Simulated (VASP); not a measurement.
A run of VASP 6.6.1 is set up as follows.

POSCAR

```
InP
1.0
    0.0000000000      2.9305000000      2.9305000000
    2.9305000000      0.0000000000      2.9305000000
    2.9305000000      2.9305000000      0.0000000000
In P
1 1
Direct
    0.0000000000      0.0000000000      0.0000000000
    0.7500000000      0.7500000000      0.7500000000
```

INCAR.step1

```
PREC     = Accurate       # precision mode
ENCUT    = 520            # plane-wave cutoff, eV
EDIFF    = 1E-5           # SCF threshold, eV
ISMEAR   = 0              # smearing method
SIGMA    = 0.02           # smearing width, eV
LREAL    = False          # projectors in reciprocal space
LASPH    = True           # aspherical terms in the spheres
NELM     = 60             # most SCF steps
ALGO     = Normal         # electronic algorithm
ISIF     = 2              # what is computed and relaxed
LWAVE    = True           # write WAVECAR
LCHARG   = False          # write CHGCAR
NBANDS   = 16             # bands
GGA      = PE             # functional
KPAR     = 4
```

File INCAR.step2:

```
PREC     = Accurate       # precision mode
ENCUT    = 520            # plane-wave cutoff, eV
EDIFF    = 1E-7           # SCF threshold, eV
ISMEAR   = 0              # smearing method
SIGMA    = 0.02           # smearing width, eV
LREAL    = False          # projectors in reciprocal space
LASPH    = True           # aspherical terms in the spheres
NELM     = 60             # most SCF steps
ALGO     = Normal         # electronic algorithm
ISIF     = 2              # what is computed and relaxed
LWAVE    = False          # write WAVECAR
LCHARG   = False          # write CHGCAR
GGA      = PE             # functional
LHFCALC  = True           # exact exchange
AEXX     = 0.25           # exact-exchange fraction
PRECFOCK = Fast         
HFRCUT   = -1           
NBANDS   = 16             # bands
ISTART   = 1            
KPAR     = 4
```

File KPOINTS:

```
regular mesh
0
Gamma
  6 6 6
```

KPOINTS_OPT

```
path GXWKGLUWLK,UX
8
line-mode
reciprocal
 0.0000000000  0.0000000000  0.0000000000  G
 0.5000000000  0.0000000000  0.5000000000  X

 0.5000000000  0.0000000000  0.5000000000  X
 0.5000000000  0.2500000000  0.7500000000  W

 0.5000000000  0.2500000000  0.7500000000  W
 0.3750000000  0.3750000000  0.7500000000  K

 0.3750000000  0.3750000000  0.7500000000  K
 0.0000000000  0.0000000000  0.0000000000  G

 0.0000000000  0.0000000000  0.0000000000  G
 0.5000000000  0.5000000000  0.5000000000  L

 0.5000000000  0.5000000000  0.5000000000  L
 0.6250000000  0.2500000000  0.6250000000  U

 0.6250000000  0.2500000000  0.6250000000  U
 0.5000000000  0.2500000000  0.7500000000  W

 0.5000000000  0.2500000000  0.7500000000  W
 0.5000000000  0.5000000000  0.5000000000  L

 0.5000000000  0.5000000000  0.5000000000  L
 0.3750000000  0.3750000000  0.7500000000  K

 0.6250000000  0.2500000000  0.6250000000  U
 0.5000000000  0.0000000000  0.5000000000  X
```

Potentials or basis: VASP PAW PBE potentials, release 64 (In_d, P).

Run with:

```bash
$ cat potpaw_PBE.64/In_d/POTCAR potpaw_PBE.64/P/POTCAR > POTCAR
$ cp INCAR.step1 INCAR
$ mpirun -np 4 vasp_std > vasp.out
$ cp INCAR.step2 INCAR
$ mpirun -np 4 vasp_std > vasp.out
```

Q: What does it give for the pressure?

A: 1.1 GPa.

Q: Predict the band gap along the path.

A: 2.12 eV, direct.

Q: Estimate the band gap on the k mesh.

A: 2.12 eV, direct.

Levels at the corners of the path, in eV from the valence-band top:
| point | band 5 | band 6 | band 7 | band 8 | band 9 | band 10 | band 11 | band 12 | band 13 | band 14 |
| --- | --- | --- | --- | --- | --- | --- | --- | --- | --- | --- |
| Γ | -15.80 | -12.85 | 0.00 | 0.00 | 0.00 | 2.12 | 5.60 | 5.60 | 5.60 | 10.27 |
| X | -15.77 | -10.25 | -6.34 | -2.59 | -2.59 | 3.02 | 3.66 | 11.14 | 11.64 | 11.64 |
| X | -15.77 | -10.25 | -6.34 | -2.59 | -2.59 | 3.02 | 3.66 | 11.14 | 11.64 | 11.64 |
| W | -15.79 | -10.16 | -6.15 | -3.30 | -3.22 | 5.73 | 6.12 | 7.22 | 7.73 | 12.21 |
| W | -15.79 | -10.16 | -6.15 | -3.30 | -3.22 | 5.73 | 6.12 | 7.22 | 7.73 | 12.21 |
| K | -15.79 | -10.26 | -6.17 | -3.68 | -2.16 | 3.71 | 5.99 | 9.26 | 9.33 | 10.09 |
| K | -15.79 | -10.26 | -6.17 | -3.68 | -2.16 | 3.71 | 5.99 | 9.26 | 9.33 | 10.09 |
| Γ | -15.80 | -12.85 | 0.00 | 0.00 | 0.00 | 2.12 | 5.60 | 5.60 | 5.60 | 10.27 |
| Γ | -15.80 | -12.85 | 0.00 | 0.00 | 0.00 | 2.12 | 5.60 | 5.60 | 5.60 | 10.27 |
| L | -15.79 | -10.96 | -6.35 | -1.09 | -1.09 | 2.91 | 6.35 | 6.35 | 8.72 | 11.28 |
| L | -15.79 | -10.96 | -6.35 | -1.09 | -1.09 | 2.91 | 6.35 | 6.35 | 8.72 | 11.28 |
| U | -15.79 | -10.26 | -6.17 | -3.68 | -2.16 | 3.71 | 5.99 | 9.26 | 9.33 | 10.09 |
| U | -15.79 | -10.26 | -6.17 | -3.68 | -2.16 | 3.71 | 5.99 | 9.26 | 9.33 | 10.09 |
| W | -15.79 | -10.16 | -6.15 | -3.30 | -3.22 | 5.73 | 6.12 | 7.22 | 7.73 | 12.21 |
| W | -15.79 | -10.16 | -6.15 | -3.30 | -3.22 | 5.73 | 6.12 | 7.22 | 7.73 | 12.21 |
| L | -15.79 | -10.96 | -6.35 | -1.09 | -1.09 | 2.91 | 6.35 | 6.35 | 8.72 | 11.28 |
| L | -15.79 | -10.96 | -6.35 | -1.09 | -1.09 | 2.91 | 6.35 | 6.35 | 8.72 | 11.28 |
| K | -15.79 | -10.26 | -6.17 | -3.68 | -2.16 | 3.71 | 5.99 | 9.26 | 9.33 | 10.09 |
| U | -15.79 | -10.26 | -6.17 | -3.68 | -2.16 | 3.71 | 5.99 | 9.26 | 9.33 | 10.09 |
| X | -15.77 | -10.25 | -6.34 | -2.59 | -2.59 | 3.02 | 3.66 | 11.14 | 11.64 | 11.64 |

Caveat: the PAW data sets were made with another functional, which shifts forces and pressure a little; spin-orbit coupling is left out, which moves the levels of the heavy elements.

**What was measured.**

From a printed reference work, data compilation, for a bulk crystal of InP at 1.6 K: band gap 1.4236 eV (direct).

Against the measured gap of InP, 1.4236 eV (direct; 1.6 K; a printed reference work, data compilation), the calculated 2.12 eV is off by +0.70 eV. Spin-orbit coupling on In is left out. The value is that of PBE0, without temperature or zero-point motion.
